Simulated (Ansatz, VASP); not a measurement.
## One calculation of Al, two programs

File INCAR:

```
ALGO = Normal
EDIFF = 1E-6
ENCUT = 520
GGA = PE
ISIF = 2
ISMEAR = 0
LASPH = True
LCHARG = False
LREAL = False
LWAVE = False
NBANDS = 8
NELM = 100
PREC = Accurate
SIGMA = 0.15
```

Contents of KPOINTS:

```
k-points
0
Gamma
  20 20 20
```

File POSCAR:

```
Al
1.0
   -1.6150869704      1.6150869704      1.6150869704
    1.6150869704     -1.6150869704      1.6150869704
    1.6150869704      1.6150869704     -1.6150869704
Al
1
Direct
    0.0000000000      0.0000000000      0.0000000000
```

Input for Ansatz:

```yaml
crystal:
  lattice:
    - [-1.6150869704, 1.6150869704, 1.6150869704]
    - [1.6150869704, -1.6150869704, 1.6150869704]
    - [1.6150869704, 1.6150869704, -1.6150869704]
  atoms:
    - { symbol: Al, position: [0.0, 0.0, 0.0] }
basis:
  ecutwfc: 420
kpoints:
  mp_grid: { grid: [20, 20, 20] }
hamiltonian:
  xc: pbe
scf:
  occupations: { method: gaussian, width: 0.15 }
output:
  forces: true
  stress: true
  eigenvalues: true
```

Change from the starting cell: strain +0.015 along x and y, +0.015 along z, atoms carried along.

Alike in both runs: task single point; functional PBE; k mesh 20 × 20 × 20; occupations gaussian, width 0.15 eV; no spin polarisation.

```csv
,VASP,Ansatz
version,VASP 6.6.1,Ansatz 0.2.0
potentials or method,"VASP PAW PBE potentials, release 64 (Al)","scalar-relativistic, plane waves, PAW"
plane-wave cutoff (eV),520,420
valence electrons in the cell,3,3
```

|  | VASP | Ansatz | Ansatz less VASP |
| --- | --- | --- | --- |
| gap on the k mesh at the Fermi level (eV) | none | none | - |
| pressure (GPa) | 0.3 | 0.3 | +0.02 |

A gap of «none» marks a metal or a gap that the smearing closes.
